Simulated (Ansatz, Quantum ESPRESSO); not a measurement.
# CaSe (Fm-3m): third-order response, part 2 of 3

Which lines does CaSe (Fm-3m) show in Raman and infrared spectra?

Quantum ESPRESSO 8.0 development, patched; DFT LDA, scalar-relativistic, plane waves, PseudoDojo norm-conserving pseudopotentials.

So far. Step 2 (A probe with smearing): A gap of 1.9 eV opens on this mesh, so the crystal is taken as an insulator; the start stands at -3.2 GPa. Step 4 (Self-consistent run for the response): The cell stands at -0.004 GPa, close enough for phonons. The relaxed cell has a = 5.790 Å (conventional setting).

The database entry behind the starting cell differs from later determinations by our own check (0.1 to 0.3 % short, probably kX units), so it need not match the best structure at ambient conditions.

### 5. Linear response at Γ

At q = 0 one unit cell holds all displacements; symmetry groups them into irreducible representations that are solved one by one. The response to a field gives ε∞ and the Born charges, which polar modes need. Third-order response adds the Raman tensors.

Contents of ph.in:

```
phonons
&INPUTPH
  prefix = 'x'
  outdir = './tmp'
  fildyn = 'g.dyn'
  tr2_ph = 1.0d-18
  epsil  = .true.
  lraman = .true.
  elop   = .true.
/
0.000000000000 0.000000000000 0.000000000000
```

Run with:

```sh
$ OMP_NUM_THREADS=1 mpirun -n 4 ph.x -nk 4 -in ph.in > ph.out
```

Log:

```text
[banners, grids, parts of the stress and lines that vanish by symmetry left out]
[banner, memory and clock lines left out]
Program PHONON v.8.0dev

     Dynamical matrices for q-points given in input
     (   1q-points):
       N         xq(1)         xq(2)         xq(3)
       1   0.000000000   0.000000000   0.000000000

     ./tmp/x.save/

     IMPORTANT: XC functional enforced from input :
     Exchange-correlation= PW
                           (   1   4   0   0   0   0   0)
     Any further DFT definition will be discarded
     Please, verify this is what you really want

     G-vector sticks info

     Reading collected, re-writing distributed wavefunctions in ./tmp/

     Number and degeneracy of irreps per q-point
       N         xq(1)         xq(2)         xq(3)   N irreps
       1   0.000000000   0.000000000   0.000000000       2
        3   3

     Calculation of q =    0.0000000   0.0000000   0.0000000

     phonons

     bravais-lattice index     =            2
     lattice parameter (alat)  =      10.9410  a.u.
     unit-cell volume          =     327.4239 (a.u.)^3
     number of atoms/cell      =            2
     number of atomic types    =            2
     kinetic-energy cut-off    =      86.0000  Ry
     charge density cut-off    =     344.0000  Ry
     convergence threshold     =      1.0E-18
     beta                      =       0.7000
     number of iterations used =            4
     Exchange-correlation= PW
                           (   1   4   0   0   0   0   0)

     celldm(1)=   10.94099  celldm(2)=    0.00000  celldm(3)=    0.00000
     celldm(4)=    0.00000  celldm(5)=    0.00000  celldm(6)=    0.00000

     crystal axes: (cart. coord. in units of alat)
               a(1) = ( -0.5000  0.0000  0.5000 )
               a(2) = (  0.0000  0.5000  0.5000 )
               a(3) = ( -0.5000  0.5000  0.0000 )

     reciprocal axes: (cart. coord. in units 2 pi/alat)
               b(1) = ( -1.0000 -1.0000  1.0000 )
               b(2) = (  1.0000  1.0000  1.0000 )
               b(3) = ( -1.0000  1.0000 -1.0000 )

     Atoms inside the unit cell:

     Cartesian axes

     site n.  atom      mass           positions (alat units)
        1  Ca     40.0780   tau(    1) = (    0.00000    0.00000    0.00000  )
        2  Se     78.9710   tau(    2) = (   -0.50000    0.50000    0.50000  )

     Computing dynamical matrix for
                    q = (   0.0000000   0.0000000   0.0000000 )

     49 Sym.Ops. (with q -> -q+G )

     G cutoff = 1043.0672  (  35341 G-vectors)     FFT grid: ( 45, 45, 45)
     number of k points=    29
                       cart. coord. in units 2pi/alat
        k(    1) = (   0.0000000   0.0000000   0.0000000), wk =   0.0039062
        k(    2) = (  -0.1250000   0.1250000  -0.1250000), wk =   0.0312500
        k(    3) = (  -0.2500000   0.2500000  -0.2500000), wk =   0.0312500
        [... further k-points left out ...]

     PseudoPot. # 1 for Ca read from file:
     ./pseudo/Ca.upf
     Pseudo is Norm-conserving + core correction, Zval = 10.0

     PseudoPot. # 2 for Se read from file:
     ./pseudo/Se.upf
     Pseudo is Norm-conserving + core correction, Zval = 16.0

     Mode symmetry, O_h (m-3m)  point group:

     Electric field:
     Dielectric constant
     Born effective charges as d Force / d E
     Raman tensor
     Electro-optic tensor

     Atomic displacements:
     There are    2 irreducible representations

     Representation     1      3 modes -  To be done

     Representation     2      3 modes -  To be done

     Alpha used in Ewald sum =   2.8000

     Electric Fields Calculation

     The passes end when |ddv_scf|^2 is under  6.1E-20 (on this mesh; tr2_ph alone asks  1.0E-18)

      iter #   1   av.it.:   7.4
      thresh= 1.000E-02 alpha_mix =  0.700 |ddv_scf|^2 =  9.145E-08

      [... iterations left out ...]
      iter #   9   av.it.:  14.0
      thresh= 5.306E-11 alpha_mix =  0.700 |ddv_scf|^2 =  1.073E-20

     End of electric fields calculation

          Dielectric constant in cartesian axis

          (       6.051057251       0.000000000       0.000000000 )
          (       0.000000000       6.051057251      -0.000000000 )
          (       0.000000000       0.000000000       6.051057251 )

          Effective charges (d Force / dE) in cartesian axis without acoustic sum rule applied (asr)

           atom    1  Ca    Mean Z*:        2.35452
      Ex  (        2.35452        0.00000        0.00000 )
      Ey  (        0.00000        2.35452       -0.00000 )
      Ez  (        0.00000        0.00000        2.35452 )
           atom    2  Se    Mean Z*:       -2.36013
      Ex  (       -2.36013        0.00000       -0.00000 )
      Ey  (        0.00000       -2.36013       -0.00000 )
      Ez  (        0.00000        0.00000       -2.36013 )

          Effective charges Sum: Mean:       -0.00561
             -0.00561        0.00000        0.00000
              0.00000       -0.00561        0.00000
              0.00000       -0.00000       -0.00561

          Effective charges (d Force / dE) in cartesian axis with asr applied:
           atom    1  Ca    Mean Z*:        2.35733
      E*x (        2.35733        0.00000        0.00000 )
      E*y (        0.00000        2.35733        0.00000 )
      E*z (        0.00000       -0.00000        2.35733 )
           atom    2  Se    Mean Z*:       -2.35733
      E*x (       -2.35733       -0.00000       -0.00000 )
      E*y (       -0.00000       -2.35733       -0.00000 )
      E*z (        0.00000        0.00000       -2.35733 )

     Calling punch_plot_e
     Writing on file  drho

     Computing Pc [DH,Drho] |psi>

     Derivative coefficient:  0.001000    Threshold: 1.00E-12
     Message from routine dhdrhopsi:
     some bands at k + dk did not converge to eth_ns: the Raman tensors may be inaccurate, compare with a run at another eth_ns or dek
     Non-scf  u_k: avg # of iterations = 24.9
     Non-scf Du_k: avg # of iterations = 36.6

          Dielectric constant from finite-differences

          (       6.051090617      -0.000000000      -0.000000000 )
          (      -0.000000000       6.051090617       0.000000000 )
          (      -0.000000000       0.000000000       6.051090617 )

              Electro-optic tensor is defined as
            the derivative of the dielectric tensor
              with respect to one electric field
                 units are Rydberg a.u.

            to obtain the static chi^2 multiply by 1/2

            to convert to pm/Volt multiply per 2.7502

          Electro-optic tensor in cartesian axis:

          (       0.000000000      -0.000000000       0.000000000 )
          (       0.000000000      -0.000000000       0.000000000 )
          (       0.000000000       0.000000000      -0.000000000 )

          (       0.000000000       0.000000000       0.000000000 )
          (       0.000000000       0.000000000       0.000000000 )
          (       0.000000000       0.000000000      -0.000000000 )

          (      -0.000000000      -0.000000000       0.000000000 )
          (      -0.000000000       0.000000000      -0.000000000 )
          (       0.000000000      -0.000000000       0.000000000 )

          Electro-optic tensor: contribution #   1

          (       0.000000000       0.000000000      -0.000000000 )
          (      -0.000000000      -0.000000000       0.000000000 )
          (      -0.000000000      -0.000000000      -0.000000000 )

          (      -0.000000000       0.000000000      -0.000000000 )
          (      -0.000000000      -0.000000000       0.000000000 )
          (      -0.000000000      -0.000000000      -0.000000000 )

          (       0.000000000      -0.000000000       0.000000000 )
          (       0.000000000      -0.000000000       0.000000000 )
          (      -0.000000000      -0.000000000      -0.000000000 )

          Electro-optic tensor: contribution #   2

          (       0.000000000      -0.000000000       0.000000000 )
          (      -0.000000000      -0.000000000      -0.000000000 )
          (       0.000000000       0.000000000       0.000000000 )

          (       0.000000000       0.000000000       0.000000000 )
          (       0.000000000       0.000000000      -0.000000000 )
          (       0.000000000       0.000000000       0.000000000 )

          (      -0.000000000      -0.000000000      -0.000000000 )
          (       0.000000000      -0.000000000      -0.000000000 )
          (      -0.000000000      -0.000000000      -0.000000000 )

     Computing Second order response

      iter #   1   av.it.:  10.3
      thresh= 1.000E-02 alpha_mix =  0.700 |ddv_scf|^2 =  1.974E-07

      [... iterations left out ...]
      iter #  11   av.it.:  14.4
      thresh= 2.120E-11 alpha_mix =  0.700 |ddv_scf|^2 =  2.681E-22

          Raman tensor (au^-1) in cartesian axis

           atom      1
          (      -0.000000000      -0.000000000       0.000000000 )
          (      -0.000000000      -0.000000000       0.000000000 )
          (       0.000000000       0.000000000       0.000000000 )

          (      -0.000000000       0.000000000       0.000000000 )
          (       0.000000000       0.000000000       0.000000000 )
          (       0.000000000       0.000000000       0.000000000 )

          (      -0.000000000      -0.000000000       0.000000000 )
          (      -0.000000000      -0.000000000      -0.000000000 )
          (       0.000000000       0.000000000       0.000000000 )

           atom      2
          (       0.000000000      -0.000000000      -0.000000000 )
          (      -0.000000000      -0.000000000       0.000000000 )
          (       0.000000000      -0.000000000       0.000000000 )

          (       0.000000000       0.000000000      -0.000000000 )
          (      -0.000000000      -0.000000000       0.000000000 )
          (       0.000000000       0.000000000      -0.000000000 )

          (      -0.000000000      -0.000000000      -0.000000000 )
          (       0.000000000       0.000000000      -0.000000000 )
          (      -0.000000000      -0.000000000       0.000000000 )

     Raman tensor (A^2)

     atom #    1    pol.  1
     -0.193131496261E-20     -0.386262992523E-21      0.154505197009E-20
     -0.386262992523E-21     -0.901280315886E-21      0.772525985045E-21
      0.515017323363E-21      0.772525985045E-21      0.115878897757E-20
     atom #    1    pol.  2
     -0.386262992523E-21      0.128754330841E-21      0.154505197009E-20
      0.115878897757E-20      0.643771654204E-21      0.180256063177E-20
[...]
atom #    1    pol.  3
[...]
atom #    2    pol.  1
[...]
atom #    2    pol.  2
[...]
atom #    2    pol.  3
[...]
-0.324460913719E-19     -0.187981323028E-19      0.515017323363E-20

     Representation #   1 modes #   1   2   3

     Self-consistent Calculation

     The passes end when |ddv_scf|^2 is under  6.1E-20 (on this mesh; tr2_ph alone asks  1.0E-18)

      iter #   1   av.it.:   9.7
      thresh= 1.000E-02 alpha_mix =  0.700 |ddv_scf|^2 =  4.814E-06

      [... iterations left out ...]
      iter #  10   av.it.:  14.8
      thresh= 4.176E-11 alpha_mix =  0.700 |ddv_scf|^2 =  2.201E-21

     End of self-consistent calculation

     Convergence has been achieved

     Representation #   2 modes #   4   5   6

     Self-consistent Calculation

     The passes end when |ddv_scf|^2 is under  6.1E-20 (on this mesh; tr2_ph alone asks  1.0E-18)

      iter #   1   av.it.:   7.5
      thresh= 1.000E-02 alpha_mix =  0.700 |ddv_scf|^2 =  8.608E-07

      [... iterations left out ...]
      iter #   9   av.it.:  14.3
      thresh= 1.368E-10 alpha_mix =  0.700 |ddv_scf|^2 =  6.538E-21

     End of self-consistent calculation

     Convergence has been achieved

     Number of q in the star =    1
     List of q in the star:
          1   0.000000000   0.000000000   0.000000000

          Dielectric constant in cartesian axis

          (       6.051057251       0.000000000       0.000000000 )
          (       0.000000000       6.051057251      -0.000000000 )
          (       0.000000000       0.000000000       6.051057251 )

          Effective charges (d Force / dE) in cartesian axis without acoustic sum rule applied (asr)

           atom    1  Ca    Mean Z*:        2.35452
      Ex  (        2.35452        0.00000        0.00000 )
      Ey  (        0.00000        2.35452       -0.00000 )
      Ez  (        0.00000        0.00000        2.35452 )
           atom    2  Se    Mean Z*:       -2.36013
      Ex  (       -2.36013        0.00000       -0.00000 )
      Ey  (        0.00000       -2.36013       -0.00000 )
      Ez  (        0.00000        0.00000       -2.36013 )

          Effective charges Sum: Mean:       -0.00561
             -0.00561        0.00000        0.00000
              0.00000       -0.00561        0.00000
              0.00000       -0.00000       -0.00561

          Effective charges (d Force / dE) in cartesian axis with asr applied:
           atom    1  Ca    Mean Z*:        2.35733
      E*x (        2.35733        0.00000        0.00000 )
      E*y (        0.00000        2.35733        0.00000 )
      E*z (        0.00000       -0.00000        2.35733 )
           atom    2  Se    Mean Z*:       -2.35733
      E*x (       -2.35733       -0.00000       -0.00000 )
      E*y (       -0.00000       -2.35733       -0.00000 )
      E*z (        0.00000        0.00000       -2.35733 )

     Diagonalizing the dynamical matrix

     q = (    0.000000000   0.000000000   0.000000000 )

 **************************************************************************
     freq (    1) =       0.055667 [THz] =       1.856854 [cm-1]
     freq (    2) =       0.055667 [THz] =       1.856854 [cm-1]
     freq (    3) =       0.055667 [THz] =       1.856854 [cm-1]
     freq (    4) =       5.742421 [THz] =     191.546541 [cm-1]
     freq (    5) =       5.742421 [THz] =     191.546541 [cm-1]
     freq (    6) =       5.742421 [THz] =     191.546541 [cm-1]
 **************************************************************************

     Mode symmetry, O_h (m-3m)  point group:

     freq (   1-   3) =          1.9  [cm-1]   --> T_1u G_15  G_4- I
     freq (   4-   6) =        191.5  [cm-1]   --> T_1u G_15  G_4- I
```

Wall time 10 min (4 MPI ranks of Intel Xeon Platinum 8375C at 2.90GHz (Ice Lake), shared host).

Numbers from this step:

```
miss of the charge sum rule                                       : 0.005610 e
largest acoustic frequency at the zone centre before the sum rule : 1.86 cm⁻¹
highest optical zone-centre mode (no LO-TO term)                  : 191.6 cm⁻¹
lowest optical zone-centre mode                                   : 191.6 cm⁻¹
mean high-frequency dielectric constant                           : 6.051
largest Born charge in size (third of the trace)                  : 2.360 e
```

Born charge (rows field, columns displacement), before the sum rule (e), principal values of the symmetric part by kind of site:

| atom | atoms with these values | low | middle | high | mean |
| --- | --- | --- | --- | --- | --- |
| Ca1 | 1 | 2.35 | 2.35 | 2.35 | 2.35 |
| Se2 | 1 | -2.36 | -2.36 | -2.36 | -2.36 |

In full for Ca1:

```
2.35 0.00 0.00
0.00 2.35 0.00
0.00 0.00 2.35
```

High-frequency dielectric tensor:

```
6.05 0.00 0.00
0.00 6.05 0.00
0.00 0.00 6.05
```

The acoustic modes at Γ come out as far as 1.9 cm⁻¹ from zero, where they should vanish, a small numerical error; the Born charges miss their sum rule by 0.0056 e, which is good.

### 6. Modes with the sum rule

A rigid shift of the crystal must cost nothing, but grids and finite bases break this; the acoustic sum rule is imposed before the matrix is diagonalised again. With Born charges the intensities follow, and the static dielectric tensor.

Contents of dynmat.in:

```
&INPUT
  fildyn = 'g.dyn'
  asr    = 'simple'
  fileig = 'dynmat.eig'
  lperm  = .true.
/
```

Run with:

```sh
$ dynmat.x -in dynmat.in > dynmat.out
```

Log:

```text
[banner, memory and clock lines left out]
Program DYNMAT v.8.0dev

     Reading Dynamical Matrix from file g.dyn
     ...Force constants read
     ...epsilon and Z* read
     ...Raman cross sections read
     A direction for q was not specified:TO-LO splitting will be absent

     Polarizability (A^3 units)
     multiply by 0.372622 for Clausius-Mossotti correction (not under assume_isolated = 'mt')
        19.502316    0.000000    0.000000
         0.000000   19.502316    0.000000
         0.000000   -0.000000   19.502316

     IR activities are in (D/A)^2/amu units

# mode   [cm-1]    [THz]      IR
    1     -0.00   -0.0000    0.0000
    2     -0.00   -0.0000    0.0000
    3     -0.00   -0.0000    0.0000
    4    191.55    5.7425    4.8224
    5    191.55    5.7425    4.8224
    6    191.55    5.7425    4.8224

Electronic dielectric permittivity tensor (relative, adimensional)
         6.051057    0.000000    0.000000
         0.000000    6.051057    0.000000
         0.000000   -0.000000    6.051057

 ... with zone-center polar mode contributions
        11.828636    0.000000    0.000000
         0.000000   11.828636    0.000000
         0.000000    0.000000   11.828636
```

It took 0.58 s on 1 thread.

Read from the output:

* mean static dielectric constant: 11.83

Unit eigenvectors of the mass-weighted matrix after the sum rule; no LO-TO term. Modes at Γ, with each element's share of the kinetic energy:

| mode | frequency (cm⁻¹) | symmetry | Ca % | Se % |
| --- | --- | --- | --- | --- |
| 1 | 0.0 | acoustic | 34 | 66 |
| 2 | 0.0 | acoustic | 34 | 66 |
| 3 | 0.0 | acoustic | 34 | 66 |
| 4 | 191.6 | T1u | 66 | 34 |
| 5 | 191.6 | T1u | 66 | 34 |
| 6 | 191.6 | T1u | 66 | 34 |

Displacements in mode 5 (191.6 cm⁻¹), the largest set to 1:
```
Ca1  0.00  0.00  1.00
Se2  0.00  0.00 -0.51
```

Degenerate modes summed, no LO-TO term. Infrared lines, with heights relative to the strongest:

| position (cm⁻¹) | lines merged | label | IR intensity, relative |
| --- | --- | --- | --- |
| 192 | 3 | T1u | 100 |

Static dielectric tensor (ions relaxed, fixed cell):

```
11.83  0.00  0.00
 0.00 11.83  0.00
 0.00  0.00 11.83
```

The rule moves no optical mode by more than 0.1 cm⁻¹.

### 7. Sum rules set otherwise: a sum rule for molecules or wires on a crystal

This rule also removes rotations, which suits wires and not a crystal; it is tried to see the harm.

Contents of dynmat.in:

```
&INPUT
  fildyn = 'g.dyn'
  asr    = 'one-dim'
  fileig = 'dynmat.eig'
  lperm  = .true.
/
```

Run with:

```sh
$ dynmat.x -in dynmat.in > dynmat.out
```

Log:

```text
[banner, memory and clock lines left out]
Program DYNMAT v.8.0dev

     Reading Dynamical Matrix from file g.dyn
     ...Force constants read
     ...epsilon and Z* read
     ...Raman cross sections read
asr rotation axis in 1D system=    3
     For the rotational sum rules    1 atoms are taken in another cell, next to their neighbours
     Acoustic Sum Rule: || Z*(ASR) - Z*(orig)|| =    6.868007E-03
     Acoustic Sum Rule: ||dyn(ASR) - dyn(orig)||=    7.685771E-05
     Message from routine dynmat:
     WARNING: the charges keep any dipole. Ignore the strengths of the modes set to zero; with q typed a rigid rotation may get a frequency
     A direction for q was not specified:TO-LO splitting will be absent

     Polarizability (A^3 units)
     multiply by 0.372622 for Clausius-Mossotti correction (not under assume_isolated = 'mt')
        19.502316    0.000000    0.000000
         0.000000   19.502316    0.000000
         0.000000   -0.000000   19.502316

     IR activities are in (D/A)^2/amu units

# mode   [cm-1]    [THz]      IR
    1      0.00    0.0000    0.0000
    2      0.00    0.0000    0.0000
    3      0.00    0.0000    0.0000
    4    191.56    5.7428    4.8224
    5    191.56    5.7428    4.8224
    6    191.56    5.7428    4.8224

Electronic dielectric permittivity tensor (relative, adimensional)
         6.051057    0.000000    0.000000
         0.000000    6.051057    0.000000
         0.000000   -0.000000    6.051057

 ... with zone-center polar mode contributions
        11.828028    0.000000    0.000000
         0.000000   11.828028    0.000000
         0.000000    0.000000   11.828028
```

Wall time 0.56 s (1 thread).

The run ended normally, but on settings that are not sound.

The fault: a sum rule for molecules or wires on a crystal; here no optical mode moves by more than 0.1 cm⁻¹.

Zone-centre frequencies as printed; negative means imaginary. Modes:

| mode | frequency (cm⁻¹) |
| --- | --- |
| 1 | 0 |
| 2 | 0 |
| 3 | 0 |
| 4 | 191.6 |
| 5 | 191.6 |
| 6 | 191.6 |

[end of part 2 of 3]

[Host names and launcher messages were left out of these logs when they were recorded.]

[Logs are printed without paths, hosts, clocks, repeated set-up lines and the standing remarks that a program may print on its own settings, such as how far it seeks lower states.]

[Hosts, paths, dates, database ids (printed as entryN), source tags and the programs' standing remarks are cut or masked in the printed files.]
